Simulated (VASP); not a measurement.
# MoSe2: relaxation of cell and atoms with PBE+D3(BJ)

Crystal: MoSe2.

```
CELL_PARAMETERS angstrom
3.27866 0.00000 0.00000
-1.63933 2.83941 0.00000
0.00000 0.00000 12.72501
ATOMIC_POSITIONS crystal
Mo 0.33333 0.66667 0.25000
Mo 0.66667 0.33333 0.75000
Se 0.33333 0.66667 0.61833
Se 0.66667 0.33333 0.11833
Se 0.33333 0.66667 0.88167
Se 0.66667 0.33333 0.38167
```

```yaml
Program: VASP 6.6.1
Task: relaxation of cell and atoms
Functional: PBE
Dispersion: D3(BJ)
Potentials_or_basis: VASP PAW PBE potentials, release 64 (Mo_sv, Se)
Cutoff: 600 eV
k_mesh: 9 × 9 × 2
Occupations: gaussian, width 0.03 eV
Spin: no spin polarisation
Further_INCAR_settings: ALGO = Normal; EDIFF = 1e-07; IBRION = 2; EDIFFG = -0.005; NSW = 90; ISIF = 3
```

```
Pressure after relaxing    : 0.0 GPa
Band gap on the k mesh     : 0.84 eV, indirect (least direct gap 1.46 eV)
Dispersion energy per atom : -0.479 eV
```

Final structure:
```xyz
6
Lattice="3.2787 0.0000 0.0000 -1.6393 2.8394 0.0000 0.0000 0.0000 12.7250" Properties=species:S:1:pos:R:3 pbc="T T T"
Mo    0.0000    1.8929    3.1813
Mo    1.6393    0.9465    9.5438
Se    0.0000    1.8929    7.8683
Se    1.6393    0.9465    1.5058
Se    0.0000    1.8929   11.2192
Se    1.6393    0.9465    4.8567
```

Levels at points of the mesh, in eV from the valence-band top:
| k point | band 22 | band 23 | band 24 | band 25 | band 26 | band 27 | band 28 | band 29 | band 30 | band 31 |
| --- | --- | --- | --- | --- | --- | --- | --- | --- | --- | --- |
| (0.00, 0.00, 0.00) | -1.48 | -1.48 | -1.19 | -0.67 | 0.00 | 2.46 | 2.47 | 2.54 | 2.56 | 2.60 |
| (0.00, 0.00, 0.50) | -1.51 | -1.51 | -1.51 | -0.16 | -0.16 | 2.47 | 2.47 | 2.47 | 2.47 | 2.75 |

It took 76 s on 2 MPI ranks on AMD EPYC 7R13 Processor (Zen 3), with other jobs on the host, peak memory 0.3 GiB a rank.

Caveat: the relaxation stopped at its first step, so nothing moved; an odd mesh through Γ misses points on the zone boundary, where band edges often lie.
